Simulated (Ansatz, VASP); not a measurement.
## CdTe: VASP beside Ansatz

File INCAR:

```
PREC = Accurate ; ENCUT = 520
EDIFF = 1E-6 ; ISMEAR = -1
SIGMA = 0.02 ; LREAL = False
LASPH = True ; NELM = 150
ALGO = Normal ; ISIF = 2
LWAVE = False ; LCHARG = False
LNONCOLLINEAR = True ; MAGMOM = 0 0 0 0 0 0
LORBIT = 11 ; LSORBIT = True
GGA_COMPAT = False ; LORBMOM = True
GGA = PE ; NBANDS = 30
```

File KPOINTS:

```
regular mesh
0
Gamma
  6 6 6
```

POSCAR

```
CdTe
1.0
    0.0000000000      3.2799551161      3.2799551161
    3.2799551161      0.0000000000      3.2799551161
    3.2799551161      3.2799551161      0.0000000000
Cd Te
1 1
Direct
    0.0000000000      0.0000000000      0.0000000000
    0.2500000000      0.2500000000      0.2500000000
```

Input for Ansatz:

```yaml
crystal:
  lattice:
    - [0.0, 3.2799551161, 3.2799551161]
    - [3.2799551161, 0.0, 3.2799551161]
    - [3.2799551161, 3.2799551161, 0.0]
  atoms:
    - { symbol: Cd, position: [0.0, 0.0, 0.0] }
    - { symbol: Te, position: [0.25, 0.25, 0.25] }
kpoints:
  mp_grid: { grid: [6, 6, 6] }
  band_path:
    path:
      - [0.0, 0.0, 0.0]
      - [-0.5, -0.5, 0.0]
      - [-0.375, -0.375, 0.25]
      - [-0.375, 0.0, 0.375]
      - [0.0, 0.0, 0.5]
      - [-0.5, -0.25, 0.25]
    npoints: 1
hamiltonian:
  xc: pbe
scf:
  occupations: { method: fermi_dirac, width: 0.02 }
  n_extra_bands: 8
magnetization:
  noncollinear: true
  spin_orbit: true
output:
  forces: true
  stress: true
  eigenvalues: true
```

Alike in both runs: task single point; functional PBE; k mesh 6 × 6 × 6; occupations fermi-dirac, width 0.02 eV; non-collinear spin, spin-orbit coupling.

|  | VASP | Ansatz |
| --- | --- | --- |
| version | VASP 6.6.1 | Ansatz 0.2.0 |
| potentials or method | VASP PAW PBE potentials, release 64 (Cd, Te) | plane waves, PAW |
| plane-wave cutoff (eV) | 520 | 420 |
| valence electrons in the cell | 18 | 36 |

|  | VASP | Ansatz | Ansatz less VASP |
| --- | --- | --- | --- |
| pressure (GPa) | 1.2 | 1.0 | -0.14 |
| net moment per atom (μB) | 0.00 | 0.00 | 0.000 |

The functional is the same, so the differences come from potentials, cutoffs and numerics. The two sets of potentials don't hold the same shells in valence.
